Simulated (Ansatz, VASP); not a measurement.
## ZnO in VASP and in Ansatz

The input INCAR:

```
ALGO = Normal
EDIFF = 1E-6
ENCUT = 520
GGA = PE
ISIF = 2
ISMEAR = 0
LASPH = T
LCHARG = F
LREAL = F
LWAVE = F
NBANDS = 26
NELM = 60
PREC = Accurate
SIGMA = 0.1
```

File KPOINTS:

```
k-points
0
Gamma
  4 4 4
```

The input POSCAR:

```
ZnO
1.0
    3.7835269700      0.0000000000      0.0000000000
    0.0000000000      3.7835269700      0.0000000000
    0.0000000000      0.0000000000      3.8463157900
Zn O
2 2
Direct
    0.0000000000      0.0000000000      0.5000000000
    0.5000000000      0.5000000000      0.5000000000
    0.0000000000      0.5000000000      0.9761709300
    0.5000000000      0.0000000000      0.0238290700
```

Input for Ansatz:

```yaml
crystal:
  lattice:
    - [3.78352697, 0.0, 0.0]
    - [0.0, 3.78352697, 0.0]
    - [0.0, 0.0, 3.84631579]
  atoms:
    - { symbol: Zn, position: [0.0, 0.0, 0.5] }
    - { symbol: Zn, position: [0.5, 0.5, 0.5] }
    - { symbol: O, position: [0.0, 0.5, 0.97617093] }
    - { symbol: O, position: [0.5, 0.0, 0.02382907] }
basis:
  ecutwfc: 420
kpoints:
  mp_grid: { grid: [4, 4, 4] }
hamiltonian:
  xc: pbe
scf:
  occupations: { method: gaussian, width: 0.1 }
  lower_state_search: "off"
output:
  forces: true
  stress: true
  eigenvalues: true
```

Alike in both runs: task single point; functional PBE; k mesh 4 × 4 × 4; occupations gaussian, width 0.1 eV; no spin polarisation.

```csv
,VASP,Ansatz
version,VASP 6.6.1,Ansatz 0.2.0
potentials or method,"VASP PAW PBE potentials, release 64 (Zn, O)","scalar-relativistic, plane waves, PAW"
plane-wave cutoff (eV),520,420
valence electrons in the cell,36,36
```

|  | VASP | Ansatz | Ansatz less VASP |
| --- | --- | --- | --- |
| gap on the k mesh at the Fermi level (eV) | none | none | - |
| pressure (GPa) | -17.6 | -17.7 | -0.04 |
| largest component of the traceless stress (GPa) | 31.39 | 31.45 | +0.064 |
| rms of the force components (eV/Å) | 0.643 | 0.644 | +0.0015 |

Atom by atom the forces differ by 0.001 eV/Å (rms over components). A gap of «none» marks a metal or a gap that the smearing closes.

Caveats: the k mesh is coarse (spacing up to 0.42 Å⁻¹), so the values aren't converged; so large a pressure means that the cell lies far from this level's equilibrium, or that cutoff or potentials fall short (VASP); forces of over 1 eV/Å show positions far from the minimum, so gaps and moduli don't describe the material at rest.
